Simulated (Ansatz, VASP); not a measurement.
## SnO in VASP and in Ansatz

File INCAR:

```
PREC     = Accurate       # precision mode
ENCUT    = 520            # plane-wave cutoff, eV
EDIFF    = 1E-6           # SCF threshold, eV
ISMEAR   = 0              # smearing method
SIGMA    = 0.02           # smearing width, eV
LREAL    = False          # projectors in reciprocal space
LASPH    = True           # aspherical terms in the spheres
NELM     = 100            # most SCF steps
ALGO     = Normal         # electronic algorithm
ISIF     = 2              # what is computed and relaxed
LWAVE    = False          # write WAVECAR
LCHARG   = False          # write CHGCAR
LDIPOL   = True         
IDIPOL   = 3            
DIPOL    = 0.5 0.5 0.500
GGA      = PE             # functional
IVDW     = 12             # dispersion correction
NBANDS   = 28             # bands
```

Contents of KPOINTS:

```
Automatic mesh
0
Gamma
  6 6 1
```

File POSCAR:

```
SnO
1.0
    3.9220000000      0.0000000000      0.0000000000
    0.0000000000      3.9220000000      0.0000000000
    0.0000000000      0.0000000000     30.6334027786
Sn O
2 2
Direct
    0.5000000000      0.0000000000      0.4600762603
    0.0000000000      0.5000000000      0.5399237397
    0.0000000000      0.0000000000      0.5000000000
    0.5000000000      0.5000000000      0.5000000000
```

Input for Ansatz:

```yaml
crystal:
  lattice:
    - [3.922, 0.0, 0.0]
    - [0.0, 3.922, 0.0]
    - [0.0, 0.0, 30.6334027786]
  atoms:
    - { symbol: Sn, position: [0.5, 0.0, 0.4600762603] }
    - { symbol: O, position: [0.0, 0.0, 0.5] }
    - { symbol: O, position: [0.5, 0.5, 0.5] }
    - { symbol: Sn, position: [0.0, 0.5, 0.5399237397] }
  periodic: [true, true, false]
basis:
  ecutwfc: 420
kpoints:
  mp_grid: { grid: [6, 6, 1] }
hamiltonian:
  xc: pbe
  dispersion: d3bj
scf:
  occupations: { method: gaussian, width: 0.02 }
output:
  forces: true
  stress: true
  eigenvalues: true
```

Alike in both runs: task single point; functional PBE; dispersion D3(BJ); k mesh 6 × 6 × 1; occupations gaussian, width 0.02 eV; no spin polarisation.

|  | VASP | Ansatz |
| --- | --- | --- |
| version | VASP 6.6.1 | Ansatz 0.2.0 |
| potentials or method | VASP PAW PBE potentials, release 64 (Sn_d, O) | scalar-relativistic, plane waves, PAW |
| plane-wave cutoff (eV) | 520 | 420 |
| valence electrons in the cell | 40 | 40 |

```csv
,VASP,Ansatz,Ansatz less VASP
gap on the k mesh at the Fermi level (eV),2.90,2.92,+0.027
least direct gap on the mesh (eV),2.91,2.94,+0.026
rms of the force components (eV/Å),0.450,0.477,+0.0263
```

The functional is the same, so the differences come from potentials, cutoffs and numerics.

Caveats: spin-orbit coupling is left out, which moves the levels of the heavy elements. Expect the measured gap to be larger: semilocal functionals such as PBE lack the derivative discontinuity.
